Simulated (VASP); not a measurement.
# ZnO (zincite) (P6_3mc) in VASP: settings compared

The runs below take ZnO (zincite) through relaxation of shape and atoms at fixed volume, relaxation of cell and atoms, with LDA, PBEsol.

Everything below comes from runs of VASP 6.6.1. Logs are shortened: lines on timing, memory, paths and dates and some standing lists are left out, and cuts for length are marked.

**1. The structure**

It takes space group P6_3mc (No. 186, hexagonal). The conventional cell has a = 3.249 Å, b = 3.249 Å, c = 5.206 Å, α = 90.00°, β = 90.00°, γ = 120.00°. Zn (site symmetry 3m) is surrounded by 4 O at 1.97 to 1.98 Å. O (site symmetry 3m) has 4 Zn at 1.97 to 1.98 Å as nearest neighbours.

**2. Relaxation of shape and atoms at fixed volume, LDA (a relaxed cell with its volume scaled by 1.06)**

The input, INCAR:

```
SYSTEM = ZnO
ALGO = Normal
EDIFF = 1E-7
EDIFFG = -0.01
ENCUT = 600
GGA = CA
IBRION = 2
ISIF = 4
ISMEAR = 0
LASPH = .True.
LCHARG = .False.
LREAL = .False.
LWAVE = .False.
NELM = 80
NSW = 40
PREC = Accurate
SIGMA = 0.03
```

The input, KPOINTS:

```
k-points
0
Gamma
  9 9 5
  0 0 0
```

The input, POSCAR:

```
ZnO                                     
1.0
    3.2565782009      0.0000000000      0.0000000000
   -1.6282891005      2.8202794514      0.0000000000
    0.0000000000      0.0000000000      5.2649088714
  Zn              O             
     2     2
Direct
     0.3333333332999970    0.6666666667000030    0.5003505567281650
     0.6666666667000030    0.3333333332999970    0.0003505567281650
     0.6666666667000030    0.3333333332999970    0.3786594432718360
     0.3333333332999970    0.6666666667000030    0.8786594432718360
```

Potentials or basis: VASP PAW LDA potentials, release 64 (Zn, O).

On the command line:

```sh
$ cat potpaw_LDA.64/Zn/POTCAR potpaw_LDA.64/O/POTCAR > POTCAR
$ mpirun -np 1 vasp_std > vasp.out
```

OUTCAR:

```text
SYSTEM = ZnO
   EDIFF = 1E-7
   EDIFFG = -0.01
   ENCUT = 600
   GGA = CA
   IBRION = 2
   ISIF = 4
   ISMEAR = 0
   LASPH = .True.
   LREAL = .False.
   NELM = 80
   NSW = 40
   PREC = Accurate

 ion  position               nearest neighbor table
   1  0.333  0.667  0.500-   3 1.99   3 1.99   3 1.99   4 1.99
   2  0.667  0.333  0.000-   4 1.99   4 1.99   4 1.99   3 1.99
   3  0.667  0.333  0.379-   1 1.99   1 1.99   1 1.99   2 1.99
   4  0.333  0.667  0.879-   2 1.99   2 1.99   2 1.99   1 1.99

  LATTYP: Found a hexagonal cell.
 ALAT       =     3.2565782009
 C/A-ratio  =     1.6166996604

  Lattice vectors:

 A1 = (   3.2565782009,   0.0000000000,   0.0000000000)
 A2 = (  -1.6282891005,   2.8202794514,   0.0000000000)
 A3 = (   0.0000000000,   0.0000000000,   5.2649088714)

Analysis of symmetry for initial positions (statically):
=====================================================================
 Subroutine PRICEL returns:
 Original cell was already a primitive cell.

 Routine SETGRP: Setting up the symmetry group for a
 hexagonal supercell.

 Subroutine GETGRP returns: Found 12 space group operations
 (whereof  6 operations were pure point group operations)
 out of a pool of 24 trial point group operations.

The static configuration has the point symmetry C_3v.
 The point group associated with its full space group is C_6v.

Analysis of symmetry for dynamics (positions and initial velocities):
=====================================================================
 Subroutine PRICEL returns:
 Original cell was already a primitive cell.

 Routine SETGRP: Setting up the symmetry group for a
 hexagonal supercell.

 Subroutine GETGRP returns: Found 12 space group operations
 (whereof  6 operations were pure point group operations)
 out of a pool of 24 trial point group operations.

The dynamic configuration has the point symmetry C_3v.
 The point group associated with its full space group is C_6v.

 Subroutine INISYM returns: Found 12 space group operations
 (whereof  6 operations are pure point group operations),
 and found     1 'primitive' translations

----------------------------------------------------------------------------------------

                                     Primitive cell

  volume of cell :      48.3553

  direct lattice vectors                    reciprocal lattice vectors
     3.256578201  0.000000000  0.000000000     0.307070777  0.177287396  0.000000000
    -1.628289100  2.820279451  0.000000000     0.000000000  0.354574792  0.000000000
     0.000000000  0.000000000  5.264908871     0.000000000  0.000000000  0.189936811

  length of vectors
     3.256578201  3.256578201  5.264908871     0.354574792  0.354574792  0.189936811

  position of ions in fractional coordinates (direct lattice)
     0.333333333  0.666666667  0.500350557
     0.666666667  0.333333333  0.000350557
     0.666666667  0.333333333  0.378659443
     0.333333333  0.666666667  0.878659443

  ion indices of the primitive-cell ions
   primitive index   ion index
                 1           1
                 2           2
                 3           3
                 4           4

----------------------------------------------------------------------------------------

 KPOINTS: k-points

Automatic generation of k-mesh.
 Grid dimensions read from file:
 generate k-points for:    9    9    5

 Generating k-lattice:

  Cartesian coordinates                     Fractional coordinates (reciprocal lattice)
     0.034118975  0.019698600  0.000000000     0.111111111  0.000000000  0.000000000
     0.000000000  0.039397199  0.000000000     0.000000000  0.111111111  0.000000000
     0.000000000  0.000000000  0.037987362     0.000000000  0.000000000  0.200000000

  Length of vectors
     0.039397199  0.039397199  0.037987362

  Shift w.r.t. Gamma in fractional coordinates (k-lattice)
     0.000000000  0.000000000  0.000000000

 Subroutine IBZKPT returns following result:
 ===========================================

 Found     36 irreducible k-points:

 Following reciprocal coordinates:
            Coordinates               Weight
  0.000000  0.000000  0.000000      1.000000
  0.111111 -0.000000  0.000000      6.000000
  0.222222 -0.000000  0.000000      6.000000
  0.333333 -0.000000  0.000000      6.000000
  0.444444 -0.000000  0.000000      6.000000
  0.111111  0.111111  0.000000      6.000000
[... 16 lines left out ...]
  0.333333  0.222222  0.200000     24.000000
  0.333333  0.333333  0.200000      4.000000
 [... further k-points ...]
   k-points           NKPTS =     36   k-points in BZ     NKDIM =     36   number of bands    NBANDS=     22
   number of dos      NEDOS =    301   number of ions     NIONS =      4
   total plane-waves  NPLWV =  32928
   dimension x,y,z NGX =    28 NGY =   28 NGZ =   42
   dimension x,y,z NGXF=    56 NGYF=   56 NGZF=   84
   ions per type =               2   2
   NGX,Y,Z   is equivalent  to a cutoff of  14.29, 14.29, 13.26 a.u.
   NGXF,Y,Z  is equivalent  to a cutoff of  28.59, 28.59, 26.52 a.u.
 SYSTEM =  ZnO
   PREC   = accura    normal or accurate (medium, high low for compatibility)
   ISTART =      0    job   : 0-new  1-cont  2-samecut
   ICHARG =      2    charge: 1-file 2-atom 10-const
   ISPIN  =      1    spin polarized calculation?
   LNONCOLLINEAR =      F non collinear calculations
   LSORBIT =      F    spin-orbit coupling
   LASPH  =      T    aspherical Exc in radial PAW
   ENCUT  =  600.0 eV  44.10 Ry    6.64 a.u.   6.50  6.50 10.52*2*pi/ulx,y,z
   NELM   =     80;   NELMIN=  2; NELMDL= -5     # of ELM steps
   EDIFF  = 0.1E-06   stopping-criterion for ELM
   LREAL  =      F    real-space projection
   EDIFFG = -.1E-01   stopping-criterion for IOM
   NSW    =     40    number of steps for IOM
   IBRION =      2    ionic relax: 0-MD 1-quasi-New 2-CG
   NFREE  =      1    steps in history (QN), initial steepest desc. (CG)
   ISIF   =      4    stress and relaxation
   ISYM   =      2    0-nonsym 1-usesym 2-fastsym
   POTIM  = 0.5000    time-step for ionic-motion
   TEBEG  =    0.0;   TEEND  =   0.0 temperature during run
   PSTRESS=    0.0 pullay stress
   NELECT =      36.0000    total number of electrons
   NUPDOWN=      -1.0000    fix difference up-down
   EMIN   =  10.00;   EMAX   =-10.00  energy-range for DOS
   EFERMI =   0.00;   METHOD = LEGACY
   ISMEAR =     0;   SIGMA  =   0.03  broadening in eV -4-tet -1-fermi 0-gaus
   EFERMI_NEDOS =   21; number of points for ismear=-14 and -15
   IALGO  =     38    algorithm
   IMIX   =      4    mixing-type and parameters
     AMIX     =   0.40;   BMIX     =  1.00
     AMIX_MAG =   1.60;   BMIX_MAG =  1.00
  volume/ion in A,a.u.               =      12.09        81.58
  Fermi-wavevector in a.u.,A,eV,Ry     =   1.483750  2.803882 29.953430  2.201515
  Thomas-Fermi vector in A             =   2.597373
   LORBIT       =      0    0 simple, 1 ext, 2 COOP (PROOUT), +10 PAW based schemes
   GGA     = CA    functional components
   LHFCALC =     F    Hartree Fock is set to
   AEXX    =    0.0000 exact exchange contribution
   IVDW    =     0    specifies the selected vdW correction
   LEPSILON=     F    determine dielectric tensor
   LRPA    =     F    only Hartree local field effects (RPA)
 conjugate gradient relaxation of ions
 non-spin polarized calculation
 Gauss-broadening in eV      SIGMA  =   0.03
  energy-cutoff  :      600.00
  volume of cell :       48.36
 maximum number of plane-waves:      1653
 NGX is ok and might be reduce to    28
   NGX = 13   NGY = 13   NGZ = 21

 number of electron      36.0000013 magnetization

 Free energy of the ion-electron system (eV)
  ---------------------------------------------------
  ext. energy  EPLUGINS =         0.00000000
  ---------------------------------------------------
  free energy    TOTEN  =       -21.09469685 eV

  energy without entropy =      -21.09469685  energy(sigma->0) =      -21.09469685

 E-fermi :   0.8981     XC(G=0): -11.3805

 val. band max:        0.7373247065   @ k =   0.0000   0.0000   0.0000
 cond. band min:       1.4428180945   @ k =   0.0000   0.0000   0.0000
 fundamental gap:      0.7054933880
 Fermi energy:         0.8981441321

 k-point     1 :       0.0000    0.0000    0.0000
  band No.  band energies     occupation
      1     -16.9420      2.00000
      2     -16.2041      2.00000
      3      -4.9627      2.00000
      4      -4.9627      2.00000
      5      -4.9331      2.00000
      6      -4.8700      2.00000
[... 14 lines left out ...]
     21       8.7244      0.00000
     22      13.3748      0.00000

 k-point     2 :       0.1111   -0.0000    0.0000
  band No.  band energies     occupation
      1     -16.8726      2.00000
      2     -16.1730      2.00000
      3      -5.0368      2.00000
      4      -4.9250      2.00000
      5      -4.8928      2.00000
      6      -4.8013      2.00000
[... 14 lines left out ...]
     21       8.7213      0.00000
     22      12.2062      0.00000

 k-point     3 :       0.2222   -0.0000    0.0000
  band No.  band energies     occupation
      1     -16.6872      2.00000
      2     -16.0983      2.00000
      3      -5.1797      2.00000
      4      -4.8706      2.00000
      5      -4.8376      2.00000
      6      -4.7347      2.00000
[... 14 lines left out ...]
     21       8.6929      0.00000
     22      10.5219      0.00000
[... 476 lines left out ...]
 k-point    23 :       0.3333    0.2222    0.2000
  band No.  band energies     occupation
      1     -16.1563      2.00000
      2     -16.0248      2.00000
      3      -5.0474      2.00000
      4      -4.8664      2.00000
      5      -4.7063      2.00000
      6      -4.5017      2.00000
[... 14 lines left out ...]
     21       8.6819      0.00000
     22       9.1217      0.00000

 k-point    24 :       0.3333    0.3333    0.2000
  band No.  band energies     occupation
      1     -16.0635      2.00000
      2     -16.0635      2.00000
      3      -4.9746      2.00000
      4      -4.7415      2.00000
      5      -4.7415      2.00000
      6      -4.4021      2.00000
[... 14 lines left out ...]
     21       8.2836      0.00000
     22       8.6791      0.00000

 [... further k-points ...]

------------------------ aborting loop because EDIFF is reached ----------------------------------------

  FORCE on cell =-STRESS in cart. coord.  units (eV):
  Direction    XX          YY          ZZ          XY          YZ          ZX
  --------------------------------------------------------------------------------------
  -------------------------------------------------------------------------------------
  Total       -2.5073428     -2.5073428     -2.4903750      0.0000000      0.0000000     -0.0000000
  in kB      -83.0768056    -83.0768056    -82.5146033      0.0000000      0.0000000     -0.0000000
  external PRESSURE =     -82.8894048 kB  Pullay stress =       0.0000000 kB

 VOLUME and BASIS-vectors are now :
 -----------------------------------------------------------------------------
  energy-cutoff  :      600.00
  volume of cell :       48.36
      direct lattice vectors                 reciprocal lattice vectors
     3.256578201  0.000000000  0.000000000     0.307070777  0.177287396  0.000000000
    -1.628289100  2.820279451  0.000000000     0.000000000  0.354574792  0.000000000
     0.000000000  0.000000000  5.264908871     0.000000000  0.000000000  0.189936811

 POSITION                                       TOTAL-FORCE (eV/Angst)
 -----------------------------------------------------------------------------------
     -0.00000      1.88019      2.63430        -0.000000     -0.000000     -0.007038
      1.62829      0.94009      0.00185        -0.000000     -0.000000     -0.007038
      1.62829      0.94009      1.99361         0.000000      0.000000      0.007038
     -0.00000      1.88019      4.62606        -0.000000     -0.000000      0.007038
 -----------------------------------------------------------------------------------
    total drift:                                0.000000      0.000000     -0.000419

  FREE ENERGIE OF THE ION-ELECTRON SYSTEM (eV)
  ---------------------------------------------------
  free  energy   TOTEN  =       -21.0946968498 eV

  energy  without entropy=      -21.0946968498  energy(sigma->0) =      -21.09469685

 reached required accuracy - stopping structural energy minimisation
```

It took 28 s on 1 thread of Intel Xeon Platinum 8488C (Sapphire Rapids), shared host; peak memory 0.17 GiB.

Results:

| Quantity | Value |
| --- | --- |
| Free energy | -21.0947 eV |
| Pressure after relaxing | -8.3 GPa |
| Largest force after relaxing | 0.007 eV/Å |
| Band gap on the k mesh | 0.71 eV, direct |

Forces on the atoms (eV/Å):
```
Zn   0.000  0.000 -0.007
Zn   0.000  0.000 -0.007
O    0.000  0.000  0.007
O    0.000  0.000  0.007
```

Final structure:
```
CELL_PARAMETERS angstrom
3.25658 0.00000 0.00000
-1.62829 2.82028 0.00000
0.00000 0.00000 5.26491
ATOMIC_POSITIONS crystal
Zn 0.33333 0.66667 0.50035
Zn 0.66667 0.33333 0.00035
O 0.66667 0.33333 0.37866
O 0.33333 0.66667 0.87866
```

Caveat: the relaxation stopped at its first step, so nothing moved.

**3. Relaxation of cell and atoms, PBEsol**

The input, INCAR:

```
SYSTEM = ZnO
ALGO     = Normal         ! electronic algorithm
EDIFF    = 1E-6           ! SCF threshold, eV
EDIFFG   = -0.01          ! ionic threshold
ENCUT    = 600            ! plane-wave cutoff, eV
GGA      = PS             ! functional
IBRION   = 2              ! ionic algorithm
ISIF     = 3              ! what is computed and relaxed
ISMEAR   = 0              ! smearing method
LASPH    = .TRUE.         ! aspherical terms in the spheres
LCHARG   = .FALSE.        ! write CHGCAR
LREAL    = .FALSE.        ! projectors in reciprocal space
LWAVE    = .FALSE.        ! write WAVECAR
NELM     = 80             ! most SCF steps
NSW      = 90             ! ionic steps
PREC     = Accurate       ! precision mode
SIGMA    = 0.03           ! smearing width, eV
```

The input, KPOINTS:

```
k-points
0
G
  9 9 5
  0 0 0
```

The input, POSCAR:

```
ZnO
1.0
    3.2493080000      0.0000000000      0.0000000000
   -1.6246540000      2.8139832727      0.0000000000
    0.0000000000      0.0000000000      5.2057090000
Zn O
2 2
Direct
    0.3333333333      0.6666666667      0.5000000000
    0.6666666667      0.3333333333      0.0000000000
    0.6666666667      0.3333333333      0.3790100000
    0.3333333333      0.6666666667      0.8790100000
```

Potentials or basis: VASP PAW PBE potentials, release 64 (Zn, O).

On the command line:

```sh
$ cat potpaw_PBE.64/Zn/POTCAR potpaw_PBE.64/O/POTCAR > POTCAR
$ mpirun -np 1 vasp_std > vasp.out
```

It took 1.8 min on 1 thread of Intel Xeon Platinum 8488C (Sapphire Rapids), shared host; peak memory 0.19 GiB.

It converged, with:

```
Free energy                            : -19.4156 eV
Relaxed volume                         : 11.84 Å³/atom
Relaxed cell                           : a = 3.236 Å, b = 3.236 Å, c = 5.222 Å, α = 90.00°, β = 90.00°, γ = 120.00°
Space group after relaxing (to 0.05 Å) : P6_3mc (No. 186)
Energy gained by relaxing              : 0.4 meV/atom
Ionic steps                            : 8
Pressure after relaxing                : 0.0 GPa
Band gap on the k mesh                 : 0.68 eV, direct
```

The path:
| step | energy change (eV) | largest force (eV/Å) | pressure (GPa) | volume (Å³) |
| --- | --- | --- | --- | --- |
| 1 | 0.0000 | 0.0651 | -0.66 | 47.60 |
| 2 | -0.0014 | 0.0326 | 0.43 | 47.26 |
| 3 | -0.0016 | 0.0060 | 0.06 | 47.35 |
| 4 | -0.0016 | 0.0081 | 0.18 | 47.34 |
| 5 | -0.0017 | 0.0182 | -0.09 | 47.40 |
| 6 | -0.0017 | 0.0143 | -0.05 | 47.38 |
| 7 | -0.0017 | 0.0104 | 0.00 | 47.37 |
| 8 | -0.0017 | 0.0004 | 0.04 | 47.36 |

Final structure:
```yaml
crystal:
  lattice:
    - [3.23614, 0.00000, 0.00000]
    - [-1.61807, 2.80258, 0.00000]
    - [0.00000, 0.00000, 5.22172]
  atoms:
    - { symbol: Zn, position: [0.33333, 0.66667, 0.49998] }
    - { symbol: Zn, position: [0.66667, 0.33333, 0.99998] }
    - { symbol: O, position: [0.66667, 0.33333, 0.37903] }
    - { symbol: O, position: [0.33333, 0.66667, 0.87903] }
```

Levels at points of the mesh, in eV from the valence-band top:
| k point | band 16 | band 17 | band 18 | band 19 | band 20 | band 21 |
| --- | --- | --- | --- | --- | --- | --- |
| (0.00, 0.00, 0.00) | -0.09 | 0.00 | 0.00 | 0.68 | 5.14 | 8.09 |

Caveat: the PAW data sets were made with another functional, which shifts forces and pressure a little.
